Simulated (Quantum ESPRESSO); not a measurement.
# Ag (Fm-3m) in Quantum ESPRESSO: further runs, part 4 of 4

Quantum ESPRESSO 7.5.

### Step 4. Phonon dispersion, LDA

pw.in reads:

```
&CONTROL
  calculation = 'scf'
  prefix = 'pwscf'
  outdir = './tmp'
  pseudo_dir = './pseudo'
  tprnfor = .true.
  tstress = .true.
  disk_io = 'low'
/
&SYSTEM
  ibrav = 0
  A = 2.88888475
  nat = 1
  ntyp = 1
  ecutwfc = 86
  nbnd = 16
  occupations = 'smearing'
  smearing = 'mv'
  degauss = 0.01469973
/
&ELECTRONS
  conv_thr = 2d-10
  electron_maxstep = 120
  mixing_beta = 0.5
/
ATOMIC_SPECIES
Ag   107.8682 Ag.upf
CELL_PARAMETERS alat
   0.0000000000    0.7071067823    0.7071067823
   0.7071067823    0.0000000000    0.7071067823
   0.7071067823    0.7071067823    0.0000000000
ATOMIC_POSITIONS alat
Ag     0.0000000000    0.0000000000    0.0000000000
K_POINTS automatic
12 12 12 0 0 0
```

relax.in reads:

```
&CONTROL
  calculation = 'vc-relax'
  prefix = 'pwscf'
  outdir = './tmp'
  pseudo_dir = './pseudo'
  tprnfor = .true.
  tstress = .true.
  disk_io = 'low'
  nstep = 40
  forc_conv_thr = 0.0001
  etot_conv_thr = 1d-06
/
&SYSTEM
  ibrav = 0
  A = 2.88888475
  nat = 1
  ntyp = 1
  ecutwfc = 86
  nbnd = 16
  occupations = 'smearing'
  smearing = 'mv'
  degauss = 0.01469973
/
&ELECTRONS
  conv_thr = 2d-10
  electron_maxstep = 120
  mixing_beta = 0.5
/
&IONS
  ion_dynamics = 'bfgs'
/
&CELL
  cell_dynamics = 'bfgs'
  press = 0
  press_conv_thr = 0.2
/
ATOMIC_SPECIES
Ag   107.8682 Ag.upf
CELL_PARAMETERS alat
   0.0000000000    0.7071067823    0.7071067823
   0.7071067823    0.0000000000    0.7071067823
   0.7071067823    0.7071067823    0.0000000000
ATOMIC_POSITIONS alat
Ag     0.0000000000    0.0000000000    0.0000000000
K_POINTS automatic
12 12 12 0 0 0
```

scf2.in reads:

```
&CONTROL
  calculation = 'scf'
  prefix = 'pwscf'
  outdir = './tmp'
  pseudo_dir = './pseudo'
  tprnfor = .true.
  tstress = .true.
  disk_io = 'low'
/
&SYSTEM
  ibrav = 0
  A = 2.83048683
  nat = 1
  ntyp = 1
  ecutwfc = 86
  nbnd = 16
  occupations = 'smearing'
  smearing = 'mv'
  degauss = 0.01469973
/
&ELECTRONS
  conv_thr = 1d-13
  electron_maxstep = 120
  mixing_beta = 0.5
  startingpot = 'file'
  startingwfc = 'file'
/
ATOMIC_SPECIES
Ag   107.8682 Ag.upf
CELL_PARAMETERS alat
   0.0000000000    0.7071067807    0.7071067807
   0.7071067807    0.0000000000    0.7071067807
   0.7071067807    0.7071067807    0.0000000000
ATOMIC_POSITIONS alat
Ag     0.0000000000    0.0000000000    0.0000000000
K_POINTS automatic
12 12 12 0 0 0
```

ph.in reads:

```
phonon_bands of Ag
&INPUTPH
  prefix = 'pwscf'
  outdir = './tmp'
  tr2_ph = 1d-18
  fildyn = 'dyn'
  niter_ph = 90
  alpha_mix(1) = 0.4
  ldisp = .true.
  nq1 = 2
  nq2 = 2
  nq3 = 2
/
```

q2r.in reads:

```
&INPUT
  fildyn = 'dyn'
  zasr = 'crystal'
  flfrc = 'fc'
/
```

matdyn.in reads:

```
&INPUT
  asr = 'crystal'
  flfrc = 'fc'
  flfrq = 'freq'
  q_in_cryst_coord = .true.
  flvec = ' '
/
80
 0.0000000000  0.0000000000  0.0000000000
 0.0454545455  0.0000000000  0.0454545455
 0.0909090909  0.0000000000  0.0909090909
 0.1363636364  0.0000000000  0.1363636364
 0.1818181818  0.0000000000  0.1818181818
 0.2272727273  0.0000000000  0.2272727273
 0.2727272727  0.0000000000  0.2727272727
 0.3181818182  0.0000000000  0.3181818182
 0.3636363636  0.0000000000  0.3636363636
 0.4090909091  0.0000000000  0.4090909091
 0.4545454545  0.0000000000  0.4545454545
 0.5000000000  0.0000000000  0.5000000000
 0.5000000000  0.0500000000  0.5500000000
 0.5000000000  0.1000000000  0.6000000000
 0.5000000000  0.1500000000  0.6500000000
 0.5000000000  0.2000000000  0.7000000000
 0.5000000000  0.2500000000  0.7500000000
 0.4687500000  0.2812500000  0.7500000000
 0.4375000000  0.3125000000  0.7500000000
 0.4062500000  0.3437500000  0.7500000000
 0.3750000000  0.3750000000  0.7500000000
 0.3461538462  0.3461538462  0.6923076923
 0.3173076923  0.3173076923  0.6346153846
 0.2884615385  0.2884615385  0.5769230769
 0.2596153846  0.2596153846  0.5192307692
 0.2307692308  0.2307692308  0.4615384615
 0.2019230769  0.2019230769  0.4038461538
 0.1730769231  0.1730769231  0.3461538462
 0.1442307692  0.1442307692  0.2884615385
 0.1153846154  0.1153846154  0.2307692308
 0.0865384615  0.0865384615  0.1730769231
 0.0576923077  0.0576923077  0.1153846154
 0.0288461538  0.0288461538  0.0576923077
 0.0000000000  0.0000000000  0.0000000000
 0.0454545455  0.0454545455  0.0454545455
 0.0909090909  0.0909090909  0.0909090909
 0.1363636364  0.1363636364  0.1363636364
 0.1818181818  0.1818181818  0.1818181818
 0.2272727273  0.2272727273  0.2272727273
 0.2727272727  0.2727272727  0.2727272727
 0.3181818182  0.3181818182  0.3181818182
 0.3636363636  0.3636363636  0.3636363636
 0.4090909091  0.4090909091  0.4090909091
 0.4545454545  0.4545454545  0.4545454545
 0.5000000000  0.5000000000  0.5000000000
 0.5178571429  0.4642857143  0.5178571429
 0.5357142857  0.4285714286  0.5357142857
 0.5535714286  0.3928571429  0.5535714286
 0.5714285714  0.3571428571  0.5714285714
 0.5892857143  0.3214285714  0.5892857143
 0.6071428571  0.2857142857  0.6071428571
 0.6250000000  0.2500000000  0.6250000000
 0.5937500000  0.2500000000  0.6562500000
 0.5625000000  0.2500000000  0.6875000000
 0.5312500000  0.2500000000  0.7187500000
 0.5000000000  0.2500000000  0.7500000000
 0.5000000000  0.2750000000  0.7250000000
 0.5000000000  0.3000000000  0.7000000000
 0.5000000000  0.3250000000  0.6750000000
 0.5000000000  0.3500000000  0.6500000000
 0.5000000000  0.3750000000  0.6250000000
 0.5000000000  0.4000000000  0.6000000000
 0.5000000000  0.4250000000  0.5750000000
 0.5000000000  0.4500000000  0.5500000000
 0.5000000000  0.4750000000  0.5250000000
 0.5000000000  0.5000000000  0.5000000000
 0.4861111111  0.4861111111  0.5277777778
 0.4722222222  0.4722222222  0.5555555556
 0.4583333333  0.4583333333  0.5833333333
 0.4444444444  0.4444444444  0.6111111111
 0.4305555556  0.4305555556  0.6388888889
 0.4166666667  0.4166666667  0.6666666667
 0.4027777778  0.4027777778  0.6944444444
 0.3888888889  0.3888888889  0.7222222222
 0.3750000000  0.3750000000  0.7500000000
 0.6250000000  0.2500000000  0.6250000000
 0.5937500000  0.1875000000  0.5937500000
 0.5625000000  0.1250000000  0.5625000000
 0.5312500000  0.0625000000  0.5312500000
 0.5000000000  0.0000000000  0.5000000000
```

matdyn_dos.in reads:

```
&INPUT
  asr = 'crystal'
  flfrc = 'fc'
  dos = .true.
  fldos = 'phdos'
  nk1 = 18
  nk2 = 18
  nk3 = 18
  deltaE = 0.5
  flvec = ' '
  flfrq = ' '
/
```

matdyn_mesh.in reads:

```
&INPUT
  asr = 'crystal'
  flfrc = 'fc'
  flfrq = 'mesh'
  q_in_cryst_coord = .true.
  flvec = ' '
/
1000
 0.05000000  0.05000000  0.05000000
 0.05000000  0.05000000  0.15000000
 0.05000000  0.05000000  0.25000000
[... 997 further points of the even 10 x 10 x 10 mesh, shifted by half a step ...]
```

Potentials or basis: PseudoDojo 0.4.1 SR LDA standard.

Started as:

```console
> OMP_NUM_THREADS=1 pw.x -in pw.in > pw.out
> OMP_NUM_THREADS=1 pw.x -in relax.in > relax.out
> OMP_NUM_THREADS=1 pw.x -in scf2.in > scf2.out
> OMP_NUM_THREADS=1 ph.x -in ph.in > ph.out
> OMP_NUM_THREADS=1 q2r.x -in q2r.in > q2r.out
> OMP_NUM_THREADS=1 matdyn.x -in matdyn.in > matdyn.out
> OMP_NUM_THREADS=1 matdyn.x -in matdyn_dos.in > matdyn_dos.out
> OMP_NUM_THREADS=1 matdyn.x -in matdyn_mesh.in > matdyn_mesh.out
```

pw.out:

```text
This program is part of the open-source Quantum ESPRESSO suite
     for quantum simulation of materials; please cite
[... 9 lines left out ...]
     --------------------
     sticks:   dense  smooth     PW     G-vecs:    dense   smooth      PW
     Sum         703     703    211                12339    12339    2109

     Using Slab Decomposition

     bravais-lattice index     =            0
     lattice parameter (alat)  =       5.4592  a.u.
     unit-cell volume          =     115.0462 (a.u.)^3
     number of atoms/cell      =            1
     number of atomic types    =            1
     number of electrons       =        19.00
     number of Kohn-Sham states=           16
     kinetic-energy cutoff     =      86.0000  Ry
     charge density cutoff     =     344.0000  Ry
     scf convergence threshold =      2.0E-10
     mixing beta               =       0.5000
[... 497 lines left out ...]
    14.1660  21.4750  22.3724  24.1592  28.4285  35.2896  41.1335  43.0604

          k =-0.7071 0.1179-0.0000 (  1564 PWs)   bands (ev):

   -74.6952 -38.3320 -38.2505 -38.2444  10.7736  10.9024  13.8482  13.9655
    14.3585  19.2999  23.7249  26.7874  26.8640  35.0917  35.7187  45.7579

          k =-0.2357-0.4714 0.7071 (  1548 PWs)   bands (ev):
[... 36 lines left out ...]
   -74.6952 -38.2913 -38.2913 -38.2450  11.3860  11.9972  11.9972  13.3437
    14.3593  22.9384  22.9384  23.8729  25.2558  39.8260  39.8260  41.4629

     the Fermi energy is    16.9268 ev

!    total energy              =    -309.97146550 Ry
     estimated scf accuracy    <          1.5E-10 Ry
     smearing contrib. (-TS)   =       0.00011188 Ry
     internal energy E=F+TS    =    -309.97157738 Ry

     The total energy is F=E-TS. E is the sum of the following terms:
     one-electron contribution =    -120.25395976 Ry
     hartree contribution      =      70.70658324 Ry
     xc contribution           =     -46.04166912 Ry
     ewald contribution        =    -214.38253174 Ry

     convergence has been achieved in   8 iterations

     Forces acting on atoms (cartesian axes, Ry/au):

     atom    1 type  1   force =     0.00000000    0.00000000    0.00000000

     Total force =     0.000000     Total SCF correction =     0.000000

     Computing stress (Cartesian axis) and pressure

          total   stress  (Ry/bohr**3)                   (kbar)     P=      -71.15
  -0.00048364   0.00000000  -0.00000000          -71.15        0.00       -0.00
   0.00000000  -0.00048364  -0.00000000            0.00      -71.15       -0.00
  -0.00000000  -0.00000000  -0.00048364           -0.00       -0.00      -71.15

=------------------------------------------------------------------------------=
   JOB DONE.
=------------------------------------------------------------------------------=
```

relax.out:

```text
This program is part of the open-source Quantum ESPRESSO suite
     for quantum simulation of materials; please cite
[... 9 lines left out ...]
     --------------------
     sticks:   dense  smooth     PW     G-vecs:    dense   smooth      PW
     Sum         703     703    211                12339    12339    2109
[... 3055 lines left out ...]
  -0.00000219  -0.00000000  -0.00000000           -0.32       -0.00       -0.00
  -0.00000000  -0.00000219  -0.00000000           -0.00       -0.32       -0.00
  -0.00000000  -0.00000000  -0.00000219           -0.00       -0.00       -0.32

=------------------------------------------------------------------------------=
   JOB DONE.
=------------------------------------------------------------------------------=
```

scf2.out:

```text
This program is part of the open-source Quantum ESPRESSO suite
     for quantum simulation of materials; please cite
[... 9 lines left out ...]
     --------------------
     sticks:   dense  smooth     PW     G-vecs:    dense   smooth      PW
     Sum         673     673    211                11575    11575    2085
[... 546 lines left out ...]
  -0.00000216  -0.00000000  -0.00000000           -0.32       -0.00       -0.00
  -0.00000000  -0.00000216  -0.00000000           -0.00       -0.32       -0.00
  -0.00000000  -0.00000000  -0.00000216           -0.00       -0.00       -0.32

=------------------------------------------------------------------------------=
   JOB DONE.
=------------------------------------------------------------------------------=
```

Wall time 11 min (1 thread of Arm Neoverse V2, shared host); peak memory 0.09 GiB.

What came out:

| Property | Result |
| --- | --- |
| Free energy | -4217.4006 eV |
| Relaxed volume | 16.03 Å³/atom |
| Relaxed cell | a = 2.830 Å, b = 2.830 Å, c = 2.830 Å, α = 60.00°, β = 60.00°, γ = 60.00° |
| Space group after relaxing (to 0.05 Å) | Fm-3m (No. 225) |
| Pressure after relaxing | 0.0 GPa |
| Band gap on the k mesh | none (metal or under the smearing width) |
| Highest phonon frequency | 190 cm⁻¹ |
| Zero-point energy | 0.023 eV/atom |

Step by step:
| step | energy change (eV) | largest force (eV/Å) | pressure (GPa) | volume (Å³) |
| --- | --- | --- | --- | --- |
| 1 | 0.0000 | 0.0000 | -7.11 | 17.05 |
| 2 | -0.0199 | 0.0000 | -3.18 | 16.44 |
| 3 | -0.0239 | 0.0000 | 0.52 | 15.98 |
| 4 | -0.0240 | 0.0000 | -0.03 | 16.04 |
| 5 | -0.0240 | 0.0000 | 0.00 | 16.03 |

Final structure:
```
Ag
1.0
     0.00000    2.00146    2.00146
     2.00146    0.00000    2.00146
     2.00146    2.00146    0.00000
Ag
1
Direct
  0.00000 0.00000 0.00000
```

Phonon frequencies in cm⁻¹ (negative: imaginary):
```tsv
q point	frequencies
(0.000, 0.000, 0.000)	0 0 0
(0.318, 0.000, 0.318)	103 103 158
(0.500, 0.150, 0.650)	123 138 176
(0.346, 0.346, 0.692)	106 156 163
(0.144, 0.144, 0.288)	48 78 120
(0.091, 0.091, 0.091)	23 23 54
(0.409, 0.409, 0.409)	79 79 183
(0.589, 0.321, 0.589)	102 141 173
(0.500, 0.275, 0.725)	121 157 160
(0.500, 0.450, 0.550)	85 92 188
(0.431, 0.431, 0.639)	96 125 179
(0.562, 0.125, 0.562)	119 131 183
```

Phonon frequencies at the corners of the path (cm⁻¹, interpolated; i marks imaginary ones):
| point | frequencies |
| --- | --- |
| Γ | 0 0 0 |
| X | 122 122 187 |
| W | 123 158 158 |
| K | 111 149 171 |
| L | 82 82 190 |
| U | 111 149 171 |

Phonon states per cell in windows of 10 cm⁻¹ (negative: imaginary):
| from (cm⁻¹) | total |
| --- | --- |
| 0 | 0.00 |
| 10 | 0.00 |
| 20 | 0.01 |
| 30 | 0.02 |
| 40 | 0.04 |
| 50 | 0.06 |
| 60 | 0.09 |
| 70 | 0.15 |
| 80 | 0.26 |
| 90 | 0.29 |
| 100 | 0.31 |
| 110 | 0.33 |
| 120 | 0.22 |
| 130 | 0.18 |
| 140 | 0.17 |
| 150 | 0.12 |
| 160 | 0.27 |
| 170 | 0.36 |
| 180 | 0.11 |

Harmonic thermodynamics per atom at this volume (zero-point energy 22.7 meV, Debye temperature from the second moment 238 K):
| T (K) | free energy (meV) | entropy (k_B) | heat capacity Cv (k_B) |
| --- | --- | --- | --- |
| 50 | 22.0 | 0.60 | 1.25 |
| 100 | 16.6 | 1.86 | 2.31 |
| 200 | -7.8 | 3.66 | 2.80 |
| 298.15 | -43.9 | 4.80 | 2.91 |
| 500 | -141.7 | 6.32 | 2.97 |
| 800 | -324.7 | 7.72 | 2.99 |

Caveat: the q mesh is small, so phonon branches between its points and thermal values are rough.

### Step 5. Summary

```csv
task,level,potentials or basis,cutoff (eV),smearing,q mesh,form of the LDA correlation,gap on the mesh (eV),pressure (GPa)
phonons and electron-phonon coupling,PBE,SG15 PBE 1.2,952,methfessel-paxton 0.272 eV,4 × 4 × 4,-,none,0.0
phonons and electron-phonon coupling,PBEsol,GBRV 1.5 PBEsol,762,methfessel-paxton 0.272 eV,4 × 4 × 4,-,none,0.2
phonon dispersion,LDA,PseudoDojo 0.4.1 SR LDA standard,1170,cold 0.2 eV,2 × 2 × 2,PW92,none,0.0
```

Alike in all rows: no spin polarisation; cell relaxed; k mesh 12 × 12 × 12.

Caveats: λ from interpolated matrix elements is rough: modes that symmetry makes equal can differ by tens of percent (some runs).

Total energies depend on the potentials used, so only differences within one code and one set of settings carry meaning.
